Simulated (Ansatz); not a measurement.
The system is Ir.

```xyz
2
Lattice="2.7514 0.0000 0.0000 -1.3757 2.3828 0.0000 0.0000 0.0000 4.4623" Properties=species:S:1:pos:R:3 pbc="T T T"
Ir    0.0000    1.5885    1.1156
Ir    1.3757    0.7943    3.3467
```

This isn't the form of Ir at room conditions, which is fcc.

Base run:

```yaml
Program: Ansatz 0.2.0
Functional: PBE
Potentials_or_basis: all-electron LAPW, scalar-relativistic
Cutoff: 277 eV (chosen from the basis error)
Basis_error_allowed: 0.001 eV/atom
k_mesh: 11 × 11 × 6
Occupations: fermi-dirac, width 0.05 eV
Spin: no spin polarisation
```

Its results: pressure -1.4 GPa.

Task: The run is repeated on the same cell with these changes: functional from PBE to LDA. What comes out?

Result: Pressure -17.8 GPa.

LDA binds more tightly than PBE, so the same cell stands under less pressure.
